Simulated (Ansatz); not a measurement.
Input and command of a plane-wave DFT calculation in Ansatz:

```yaml
crystal:
  lattice:
    - [3.1580007686, 5.4698177815, 0.0]
    - [6.3160015371, 0.0, 0.0]
    - [3.1580007686, 1.8232725938, -6.16333]
  atoms:
    - { symbol: W, position: [0.0, 0.0, 0.0] }
    - { symbol: W, position: [0.0, 0.5, 0.0] }
    - { symbol: W, position: [0.5, 0.0, 0.0] }
    - { symbol: W, position: [0.5, 0.5, 0.0] }
    - { symbol: S, position: [0.7503, 0.7503, 0.7491] }
    - { symbol: S, position: [0.7503, 0.2503, 0.7491] }
    - { symbol: S, position: [0.2503, 0.7503, 0.7491] }
    - { symbol: S, position: [0.2503, 0.2503, 0.7491] }
    - { symbol: S, position: [0.581, 0.581, 0.257] }
    - { symbol: S, position: [0.581, 0.081, 0.257] }
    - { symbol: S, position: [0.081, 0.581, 0.257] }
    - { symbol: S, position: [0.081, 0.081, 0.257] }
basis:
  ecutwfc: 420
kpoints:
  mp_grid: { grid: [6, 6, 6] }
hamiltonian:
  xc: pbesol
scf:
  occupations: { method: gaussian, width: 0.05 }
output:
  forces: true
  stress: true
  eigenvalues: true
  write_density: true
  write_potential: true
  elf: true
  volumetric_format: npy
```

```bash
ansatz run input.yaml --threads 2 --pin off --max-ram 5120MiB --backend cpu --events-out ev --progress --plain --runs-dir out
```

Processor: Intel(R) Xeon(R) 6975P-C (Granite Rapids), 2 threads, on a host shared with other jobs.

Task: Estimate time, memory and problem size.

Result: About 9.3 s on 2 threads of Intel(R) Xeon(R) 6975P-C (Granite Rapids), on a shared host, peak memory 0.73 GiB. It solves 64 bands at 32 k points (the mesh reduced by symmetry) with about 4137 plane waves, in 7 SCF iterations.
